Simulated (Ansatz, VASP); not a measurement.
## Two plane-wave programs on Ga

The input INCAR:

```
PREC = Accurate
ENCUT = 520
EDIFF = 1E-6
ISMEAR = 0
SIGMA = 0.1
LREAL = F
LASPH = T
NELM = 100
ALGO = Normal
ISIF = 2
LWAVE = F
LCHARG = T
GGA = PE
LELF = T
LVHAR = T
NBANDS = 12
```

The input KPOINTS:

```
regular mesh
0
Gamma
  18 18 18
```

File POSCAR:

```
Ga
1.0
   -1.4963079600      1.4693000400      2.3175505200
    1.4583258000     -1.4693000400      2.2936263600
    1.4963079600      1.4693000400     -2.3175505200
Ga
1
Direct
    0.0000000000      0.0000000000      0.0000000000
```

Input for Ansatz:

```yaml
crystal:
  lattice:
    - [-1.49630796, 1.46930004, 2.31755052]
    - [1.4583258, -1.46930004, 2.29362636]
    - [1.49630796, 1.46930004, -2.31755052]
  atoms:
    - { symbol: Ga, position: [0.0, 0.0, 0.0] }
basis:
  ecutwfc: 420
kpoints:
  mp_grid: { grid: [18, 18, 18] }
hamiltonian:
  xc: pbe
scf:
  occupations: { method: gaussian, width: 0.1 }
output:
  forces: true
  stress: true
  eigenvalues: true
```

Alike in both runs: task single point; functional PBE; k mesh 18 × 18 × 18; occupations gaussian, width 0.1 eV; no spin polarisation.

```csv
,VASP,Ansatz
version,VASP 6.6.1,Ansatz 0.2.0
potentials or method,"VASP PAW PBE potentials, release 64 (Ga_d)","scalar-relativistic, plane waves, PAW"
plane-wave cutoff (eV),520,420
valence electrons in the cell,13,13
```

|  | VASP | Ansatz | Ansatz less VASP |
| --- | --- | --- | --- |
| gap on the k mesh at the Fermi level (eV) | none | none | - |
| pressure (GPa) | -2.5 | -2.5 | -0.03 |
| largest component of the traceless stress (GPa) | 0.31 | 0.32 | +0.010 |

A gap of «none» marks a metal or a gap that the smearing closes.
